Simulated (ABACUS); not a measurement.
Sb:

```
Sb
1.0
     3.16000    0.00000    0.00000
     0.00000    3.16000    0.00000
     0.00000    0.00000    3.16000
Sb
1
Direct
  0.00000 0.00000 0.00000
```

This isn't the form of Sb at room conditions, which is rhombohedral.

| Property | Result |
| --- | --- |
| Program | ABACUS 3.10.1 |
| Task | single point |
| Functional | PBE |
| Potentials or basis | PseudoDojo NC SR 0.4.1 PBE standard |
| Cutoff | 1102 eV |
| Density cutoff | 4408 eV |
| Basis | plane waves |
| k mesh | 8 × 8 × 8 |
| Occupations | fermi-dirac, width 0.05 eV |
| Spin | no spin polarisation |

On this cell: pressure -2.3 GPa; band gap on the k mesh none (metal or under the smearing width).

The same run follows on a disturbed copy (cell strained at random at fixed volume):

```
Sb
1.0
     3.18307   -0.00916   -0.07927
    -0.00916    3.13721   -0.05653
    -0.07927   -0.05653    3.16292
Sb
1
Direct
  0.00350 0.00307 0.97826
```

Problem. What changes?

Solution. The energy (extrapolated to zero smearing) moves by +1.5 meV/atom; pressure -2.4 GPa; band gap on the k mesh none (metal or under the smearing width).

Stress tensor (GPa, compression positive):
```
-3.12 -0.11  0.51
-0.11 -1.34  0.09
 0.51  0.09 -2.62
```
